Why does one metal sulphide have a gap of 0.2 eV and another, with the same crystal structure, a gap of 2.6 eV? The charge that the metal hands to sulphur looks like the natural answer, since a more ionic bond holds filled and empty levels further apart. For the sulphides below that answer is not enough. The electrons that the metal keeps decide which levels border the gap, and the distance and spread of the bands there set its size.

Metal sulphides in fixed cells, computed with Ansatz 0.2.0 using all-electron LAPW and the LDA, scalar-relativistic and without spin polarisation, with Fermi-Dirac smearing of 0.01 to 0.08 eV. The gaps are Kohn-Sham gaps, and the Bader charges come from frozen-core PAW runs in the same cells. Each row describes the first S site of its crystal.

| compound | space group | site of S | nearest neighbour | distance (Å) | first-shell neighbours | volume (Å³/atom) | gap (eV) | smallest direct gap on the path (eV) | Bader charge of S (e) |
| --- | --- | --- | --- | --- | --- | --- | --- | --- | --- |
| PbS | 225 | 4:m-3m | Pb | 2.96 | 6 | 26.1 | 0.22 | 0.22 | n/a |
| MoS2 | 194 | 4:3m | Mo | 2.37 | 3 | 17.7 | 0.68 | 1.58 | -0.59 |
| WS2 | 160 | 3:3m | W | 2.39 | 3 | 17.7 | 0.94 | 1.88 | -0.65 |
| CdS | 186 | 2:3m | Cd | 2.51 | 4 | 25.0 | 0.94 | 0.94 | -0.78 |
| MgS | 225 | 4:m-3m | Mg | 2.60 | 6 | 17.6 | 2.56 | 3.48 | -1.64 |

**What the charge can and cannot order**

The Bader charge, an atom's nuclear charge less the electrons in the region of space assigned to it, runs from about −0.6 e on sulphur in MoS₂ to −1.6 e in MgS. Over the four compounds that have this value, the gap never falls as the charge grows, though WS₂ and CdS tie. The smallest direct gap, where an electron is lifted without a change of wave vector, breaks the order: CdS drops below both disulphides.

Yet the charge can be made to order the direct gaps too. Counted per metal atom instead of per sulphur atom, it rises from CdS through MoS₂ and WS₂ to MgS, and so does the direct gap. (For WS₂ this doubles the charge of one of two unequal sulphur sites.) When four compounds fit two different orders, neither order reveals a cause.

**Counting the electrons that the metal keeps**

A simple count tells more. Each sulphur atom needs two electrons to fill its 3p shell. Magnesium and cadmium have just two outer electrons and keep none, so an electron crossing the gap goes from sulphur 3p to empty states that are usually assigned to the metal, though sulphur is expected to share in them, above all in MgS. Lead has four and keeps two, in its 6s shell. Molybdenum and tungsten have six, give four to two sulphur atoms and keep two in a d level.

**The monosulphides: how far apart the bands lie**

In PbS the kept pair forms a filled band about 5.5 eV below the average of the sulphur 3p bands. Where symmetry lets the two mix, the lower level pushes the upper one up. In this structure that happens at L, a point on the edge of the Brillouin zone, and not at its centre, Γ. At L the empty lead 6p states escape the upward push from sulphur 3p. Both edges of the gap are therefore expected at L, which makes the gap small and direct.

The computed bands show how much of the trend is a matter of distance. Averaged over all wave vectors, the top filled and the lowest empty band lie 3.7 eV apart in PbS, 4.6 eV in CdS and 5.8 eV in MgS, which is the order of the gaps. (The cell of CdS holds two formula units, so there a pair of bands takes the place of each single band.) These averages already contain the mixing of levels. They therefore do not tell how much of the short distance in PbS comes from the lead pair, how much from the energy of the lead 6p level and how much from the longer bonds.

The gap is smaller than this distance because bands spread in energy. In MgS the spread costs 5.82 − 2.56 = 3.26 eV. If CdS lost the same amount, its gap would be 4.63 − 3.26 = 1.37 eV, against the computed 0.94 eV. The same step for PbS gives 0.40 eV in place of 0.22 eV. The estimate keeps the order but misses PbS by nearly a factor of two, so it accounts for the large differences and not for the small gap itself. MgS supplied the spread and is no test.

**Why CdS falls so far below MgS**

The gap of CdS is 1.6 eV smaller than that of MgS, but its direct gap is 2.5 eV smaller. The two numbers differ because the lowest empty state of MgS is not at Γ but at X, a point on the zone edge, while that of CdS is at Γ. The outer s level of a free cadmium atom is bound more strongly than that of magnesium, by roughly 1 eV. This favours a low empty state at Γ, where an s band has its minimum.

Cadmium also has a filled 4d shell, whose bands lie some 7 eV below the valence top and push it up. The local density approximation (LDA) places such d levels too high and exaggerates the push. This adds to its usual underestimate of gaps; the measured gap of CdS is roughly 2.5 eV. Since CdS and MgS also differ in structure, the table gives no separate share for each cause.

**The disulphides: a gap between metal d states**

In MoS₂ and WS₂ six sulphur atoms surround the metal as a trigonal prism. In the simplest picture this arrangement sets one d level below the others, and the two kept electrons fill it. In the crystal the d levels also mix with one another, which is expected to help open the gap. The gap therefore lies largely between two sets of metal d states, mixed with sulphur 3p. It is not the sulphur-to-metal gap of CdS or MgS, and charge transfer does not set it in the same way.

The tie between WS₂ and CdS shows the difference. The middles of the bands that border the gap are 1.1 eV closer together in WS₂, which alone would make its gap much smaller. But the lowest empty band of WS₂ is only 1.3 eV wide, while the corresponding pair of bands in CdS covers 3.8 eV. This comparison is bookkeeping and not a cause, since the lowest empty band of WS₂ is only the bottom of a group of four overlapping d bands. Together they cover about as much energy as the pair in CdS. The two gaps lie between different kinds of states, and their equal size is a coincidence.

The direct gaps of the disulphides exceed the gaps themselves by about 0.9 eV because the highest filled and lowest empty states sit at different wave vectors. In WS₂ the valence top lies 1.2 eV above the highest filled level at Γ, so it must lie elsewhere in the zone.

**How far the numbers carry**

The 0.26 eV between the gaps of MoS₂ and WS₂ should not be put down to the metal alone. The layers are stacked differently, and neither cell is relaxed: forces of about 0.75 eV/Å remain on the sulphur atoms of MoS₂, and nearly 0.6 eV/Å on the tungsten atom and one of the two sulphur atoms of WS₂. Spin–orbit coupling, which is strong in tungsten and would split the upper filled band of WS₂, is left out as well. For PbS the missing spin–orbit coupling is the graver limit. It splits the lead 6p states and would shrink this LDA gap strongly or even invert it, so the value of 0.22 eV is no forecast of a measured one.

The selenides of the same metals make a useful comparison. Selenium 4p levels lie higher than sulphur 3p, which narrows a gap that starts from the anion, as in CdS. A gap between metal d states feels that shift less directly. The electron counts, the band distances and most of the widths used here are in the printed output that follows.

Numerical output:

```
Electron count and gaps:
   row  electrons kept by the metal  gap (eV)  direct gap (eV)  direct less gap (eV)  S charge per metal (e)  mesh gap less gap (eV)
   PbS                            2      0.22             0.22                     0                     n/a                 0.00379
  MoS2                            2      0.68             1.58                   0.9                    1.18                  0.1511
   WS2                            2      0.94             1.88                  0.94                     1.3                 0.05504
   CdS                            0      0.94             0.94                     0                    0.78                 0.00305
   MgS                            0      2.56             3.48                  0.92                    1.64                0.001995
Gap of MgS less gap of PbS (eV): 2.34
Metal-S distance in PbS less that in MgS (angstrom): 0.36
Gap of MgS less gap of CdS (eV): 1.62
Direct gap of MgS less that of CdS (eV): 2.54
Direct gap of MoS2 less that of CdS (eV): 0.64
Gap of WS2 less gap of MoS2 (eV): 0.26
Rank correlation of distance and gap over five rows: 0
Average distance of top filled and lowest empty band in PbS (eV): 3.662
The same in CdS (eV): 4.631
The same in MgS (eV): 5.82
Part lost to band spread in PbS (eV): 3.442
Part lost to band spread in CdS (eV): 3.691
Part lost to band spread in MgS (eV): 3.26
Filled Pb 6s band below the mean of the S 3p bands in PbS (eV): 5.486
Width of the lowest empty band in WS2 (eV): 1.291
Width of the two lowest empty bands together in CdS (eV): 3.844
Distance of the middles of top filled and lowest empty band in WS2 (eV): 2.626
Distance of the middles of the same band pairs in CdS (eV): 3.711
Valence top of WS2 above its highest filled level at Gamma (eV): 1.24
Top of the Cd 4d bands below the valence top in CdS (eV): 6.621
Bottom of the Cd 4d bands below the valence top in CdS (eV): 7.731
```
